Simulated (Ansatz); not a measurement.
In doubt: masses and optical values from hybrid runs of this build are listed as unsure, which bears on the screening that GW takes from such a start.

Rows from a G0W0 calculation on ZrSe2/ZrSe2 (1T multilayer) (Ansatz 0.2.0; G0W0 on HSE06, plane waves, PAW; PAW set soft_1; 6×6×1 mesh, 273 empty bands, screening to 39 eV, PAW set soft_1 files), in eV. Spin-orbit coupling is left out.

```csv
row,k,band,start,Σx,Σc at the solution,Vxc
A,"(0.000, -0.500, 0.000)",c1,-5.075,-9.737,-3.605,-13.871
B,Γ,v1,-5.958,-17.641,1.670,-16.282
C,"(0.000, -0.500, 0.000)",v2,-7.392,-17.236,2.073,-15.400
D,"(0.000, -0.500, 0.000)",c2,-4.948,-9.991,-3.570,-14.117
E,Γ,c1,-4.183,-10.213,-4.255,-15.075
F,"(0.000, -0.500, 0.000)",v1,-7.152,-17.657,2.073,-15.838
```

Question: Work out each quasiparticle level and how far it moved.

The quasiparticle equation reads E = start + Σx + Σc(E) − Vxc.

```csv
row,E (eV),shift (eV)
A,-4.546,+0.529
B,-5.647,+0.311
C,-7.154,+0.238
D,-4.391,+0.557
E,-3.577,+0.606
F,-6.899,+0.253
```

Limits: not at the basis limit; coarse mesh for a sheet; no spin-orbit coupling.

[Paths, hosts, dates, memory and timing lines, banners, echoed tables and standing remarks are left out of the program output.]

[Logs are printed without paths, hosts, clocks, repeated set-up lines and the standing remarks that a program may print on its own settings, such as how far it seeks lower states.]

[Runs of the session that timed out or met a known fault of the program may be left out.]

[Cells called generated may have been cut or substituted from an entry of the Crystallography Open Database or the Materials Project.]

[Hosts, paths, dates, database ids (printed as entryN), source tags and the programs' standing remarks are cut or masked in the printed files.]
